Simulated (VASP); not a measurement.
A run of VASP 6.6.1 is set up as follows.

The input INCAR:

```
PREC = Accurate
ENCUT = 520
EDIFF = 1E-6
ISMEAR = 0
SIGMA = 0.02
LREAL = F
LASPH = T
NELM = 100
ALGO = Fast
ISIF = 2
LWAVE = F
LCHARG = F
GGA = PS
NBANDS = 21
```

The input KPOINTS:

```
regular mesh
0
Gamma
  18 18 8
```

Contents of POSCAR:

```
Si3Ge
1.0
    3.8621372389      0.0000000000      0.0000000000
   -1.9310686195      3.3447089618      0.0000000000
    0.0000000000      0.0000000000      6.3818399926
Ge Si
1 3
Direct
    0.3333333333      0.6666666667      0.0003380030
    0.6666666667      0.3333333333      0.4996050280
    0.3333333333      0.6666666667      0.3780722154
    0.6666666667      0.3333333333      0.8699847536
```

Potentials or basis: VASP PAW PBE potentials, release 64 (Ge_d, Si).

Launch:

```sh
$ cat potpaw_PBE.64/Ge_d/POTCAR potpaw_PBE.64/Si/POTCAR > POTCAR
$ mpirun -np 1 vasp_std > vasp.out
```

Task: Predict the pressure.

Result: 0.0 GPa.

Task: Predict the band gap on the k mesh.

Result: 0.28 eV, indirect (least direct gap 0.63 eV).

Task: What does it give for the largest force?

Result: 0.009 eV/Å.

Forces on the atoms (eV/Å):
```
Ge   0.000  0.000  0.000
Si   0.000  0.000 -0.001
Si   0.000  0.000 -0.008
Si   0.000  0.000  0.009
```

Caveat: the PAW data sets were made with another functional, which shifts forces and pressure a little. A k mesh can miss the band edges.
